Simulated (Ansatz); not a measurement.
Crystal: MoP.

```xyz
2
Lattice="3.2230 0.0000 0.0000 -1.6115 2.7912 0.0000 0.0000 0.0000 3.1910" Properties=species:S:1:pos:R:3 pbc="T T T"
Mo    0.0000    0.0000    0.0000
P     0.0000    1.8608    1.5955
```

Base run:

- Program: Ansatz 0.2.0
- Functional: PBE
- Potentials or basis: all-electron LAPW, scalar-relativistic
- Cutoff: 254 eV (chosen from the basis error)
- Basis error allowed: 0.001 eV/atom
- k mesh: 10 × 10 × 8
- Occupations: fermi-dirac, width 0.05 eV
- Spin: no spin polarisation
- Hubbard terms: Mo d U = 4 eV

Its results: band gap on the k mesh none (metal or under the smearing width); pressure 1.3 GPa.

Question: The run is repeated on the same cell with these changes: hubbard terms from Mo d U = 4 eV to Mo d U = 2 eV. What comes out?

Answer: Band gap on the k mesh none (metal or under the smearing width); pressure 1.9 GPa.

Caveats: U is the effective U less J, on atomic orbitals that reach past the spheres; U without spin polarisation on a metal has little footing; the U is typed as a test and isn't derived for this compound.
